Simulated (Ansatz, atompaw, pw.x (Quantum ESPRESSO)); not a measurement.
# W: does the PAW (atompaw) potential hold in the solid?

```json
{
 "Element": "tungsten",
 "Generator": "atompaw 4.2.0.5",
 "Type": "PAW",
 "Functional": "PBE",
 "Relativity": "scalar-relativistic",
 "Frozen core": "[Kr] 4d10 4f14",
 "Valence charge": "14",
 "Reference configuration": "5s2 5p6 5d4.5 6s1.5 6p0",
 "Partial waves": "5s (bound): rc 1.95 bohr; 6s (bound): rc 2.90 bohr; 5p (bound): rc 1.80 bohr; 6p (bound, empty): rc 2.10 bohr; 5d (bound): rc 2.90 bohr; 5d channel at 1.25 Ry: rc 2.90 bohr",
 "Local potential": "bessel scheme, radius 2.85 bohr",
 "Core correction": "smooth core density matched at 1.45 bohr",
 "Augmentation charge": "sinc compensation charge, radius 2.10 bohr; PAW radius 2.90 bohr; waves and projectors: custom rrkj vanderbiltortho"
}
```

Atomic tests: cutoffs needed: 25 Ry and 45 Ry (the cutoffs (Ry, on a coarse ladder) from which the occupation-weighted sum of valence levels, in a spherical-Bessel basis at the reference potential, stays within 10 and 1 mRy of its value at 400 Ry); ghost test: no extra level below or beside the all-electron valence levels (s, p, d, f tested) (spherical-Bessel basis up to 400 Ry, 20 bohr box); lowest eigenvalue of the overlap operator: 0.10 (p channel).

Crystal test: sc W in pw.x 7.5, no spin, 12³ k-points, Fermi–Dirac smearing 0.01 Ry, cutoffs 55/550 Ry. The reference is all-electron LAPW (Ansatz 0.2.0) with the same functional, mesh and smearing; V0 and B0 come from Birch–Murnaghan fits to the pressures at five volumes. Errors are pseudo minus all-electron; Δ is the rms difference of the E(V) curves that follow from these fits, minima aligned, over ±6 % about the mean V0. Mesh and smearing are coarse, so the numbers serve the comparison and aren't converged zero-temperature values; the lattice is a test structure that the element need not adopt.

All-electron: a0 = 2.638 Å (V0 = 18.36 Å³/atom), B0 = 216.4 GPa.

**Question.** How far does the potential miss the all-electron equation of state?

**Answer.** mean pressure error (GPa): +9.72; a0 (Å): 2.674; a0 error (%): +1.38; B0 error (%): +2.1; Δ (meV/atom): 37.5. The largest radius (2.90 bohr) exceeds half the bond length (2.50 bohr), so the spheres overlap, which is one possible source of error among others. This is a poor potential for the solid.

```
V (Å³/atom)  P all-electron (GPa)  P pseudo (GPa)
     17.612                  9.79           22.09
     18.076                  3.46           14.28
     18.539                 -2.09            7.45
     19.002                 -6.95            1.51
     19.466                -11.21           -3.69
```

**Question.** At the middle volume, how do free energy and pressure move when the wave cutoff is lowered (ecutrho held at 550 Ry)?

**Answer.**

```csv
cutoff (Ry),shift of F (meV/atom),shift of P (GPa)
25,+322.5,-15.00
33,+72.4,-0.70
44,+10.0,-0.75
```

The run at the middle volume (84 k-points, 9 iterations) took about 17 s on one core of a shared host (Intel(R) Xeon(R) Platinum 8375C CPU @ 2.90GHz, 128 threads, 992 GiB, load 65).
